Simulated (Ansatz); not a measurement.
# One input, then a changed one: Li (diamond type)

First run: DFT, PBE, all-electron PAW with datasets made for the crystal, scalar-relativistic (Ansatz 0.2.0).

Command: `ansatz run input.yaml --threads 1 --pin off --max-ram 2048MiB --backend cpu --events-out ev --progress --plain --runs-dir out` It took 1.3 s on 1 thread of Arm Neoverse V1, on a shared host, peak memory 0.24 GiB.

```yaml
crystal:
  lattice:
    - [0.0, 2.945691826, 2.945691826]
    - [2.945691826, 0.0, 2.945691826]
    - [2.945691826, 2.945691826, 0.0]
  atoms:
    - { symbol: Li, position: [-0.125, -0.125, -0.125] }
    - { symbol: Li, position: [0.125, 0.125, 0.125] }
kpoints:
  mp_grid: { grid: [11, 11, 11] }
scf:
  occupations: { method: fermi_dirac, width: 0.05 }
hamiltonian:
  xc: pbe
  pseudopotentials: { kind: all_electron, datasets: crystal }
output:
  forces: true
  stress: true
  eigenvalues: true
```

The cell comes from a relaxation on PAW files under the same functional, begun from a prototype that needn't be the stable phase.

This run: the series' base cell.

It converges in 5 SCF iterations at a pressure of 0.00 GPa.

The input is then changed:

```diff
   atoms:
-    - { symbol: Li, position: [-0.125, -0.125, -0.125] }
-    - { symbol: Li, position: [0.125, 0.125, 0.125] }
+    - { symbol: Li, position: [-0.125, -0.125, -0.125], spin: 0.2 }
+    - { symbol: Li, position: [0.125, 0.125, 0.125], spin: 0.2 }
 kpoints:
   eigenvalues: true
+magnetization:
+  spin_polarized: true
```

Task: Predict the outcome of the changed run.

Result: It converges in 5 SCF iterations at a pressure of 0.00 GPa, cell moment 0.00 μB. Results part of its log:
```
SCF 1 converged in 5 iterations: F = -408.347017 eV  dr2 = 6.63e-9
  Residual-converged pass: ⟨swp⟩=2.6  Hψ=864  notcnv=0  max |occ|·‖R‖ = 4.8e-6 eV (tolerance 5.3e-6 eV)  dr2=6.75e-9  dr2_m=2.13e-15  dr2_onsite=3.10e-9  max |Δocc| = 1.5e-9
  greatest PAW one-centre occupation: 0.089 electrons in one spin orbital (limit 2), on the Li atom at site 1 (counted from 0), in its partial waves of l = 0
WARN: the starting moments were not kept: the SCF closed with an absolute magnetisation of 1.3e-7 μB, where they sum to 0.4 μB in size (2 sites). That is at most 0.1 of that sum. Measured as dr2_m measures the in/out step, that magnetisation stands 1.1e-15 eV from none, at or under the dr2_threshold of 6.2e-8 eV: it is no larger than a step whose dr2_m would equal this threshold. The system may hold no moment; this SCF shows only that its start led to no more than that. This SCF took its magnetisation from a saved state (the deck's checkpoint.read, a session's seed or a resume), or from the single point or search that the run made first, and not from the starting moments. Where the run's atoms have moved since that state, how it is taken is a key of its own (checkpoint.density_extrapolation: follow_atoms, where typed, takes the whole of its magnetisation to them with its atoms, but for some exceptions; the density_extrapolation keyword of a session's seed is the same key). To be rid of a resumed run's state, run its deck in a fresh run directory. To be rid of the state of a single point that the run made first, give starting moments in the input or, where a deck that gives them still makes one, type scf.lower_state_search: off. To try another start, run it without that state. A second SCF, from the converged charge density, with the starting moments and any scf.initial_density.shell_occupations laid on it anew, would have followed, and was not run: the deck does not ask for one (magnetization.retry_lost_moments is false, the default). To let it run, set magnetization.retry_lost_moments: true and run the deck again, where that key's refused combinations let it; where memory then withholds it, that run's warning says so.
SCF converged after 5 iterations
Magnetization: -0.0000 μB (1.0000 up, 1.0000 down)
Absolute magnetization: 0.0000 μB (∫|ρ↑−ρ↓|)
Spin contamination: 0.0000 ħ² per cell (⟨S²⟩ above its minimum at these occupations)
Per-site moments (μB) at R_I (Å): [(-2.3374016616837463e-8, 1.05230563062742), (-2.3374016616273078e-8, 1.05230563062742)]
Free energy (F): -408.347017 eV
Harris-Foulkes:  -408.347017 eV  (|F-HF|=3.28e-9)
Internal energy: -408.340543 eV  (E = F + TS)
E sigma→0 (E₀):  -408.343780 eV
Entropy (-TS):   -0.006474 eV (-3.237 meV/atom)
[... lines left out ...]
--- Forces (eV/Å), atoms counted from 1 ---
  atom   1  Li     0.00000000     0.00000000     0.00000000
  atom   2  Li    -0.00000000     0.00000000     0.00000000
  max |Σ_I F_I| component: 6.94e-18 eV/Å
--- Stress (GPa, compression-positive) ---
        0.001418      -0.000000      -0.000000
       -0.000000       0.001418       0.000000
       -0.000000       0.000000       0.001418
  P = ⅓ Tr σ = 0.0014 GPa (0.014 kbar)
--- Band table (eV; the first three rows and the last of 112) ---
  k-point 0 ↑: bands = ["-2.9479", "5.9920", "5.9920", "5.9920"]
  k-point 1 ↑: bands = ["-2.8644", "5.0744", "5.7066", "5.7066"]
  k-point 2 ↑: bands = ["-2.6146", "3.7424", "5.2809", "5.2809"]
  k-point 55 ↓: bands = ["0.6642", "1.1331", "1.3667", "2.0494"]
```
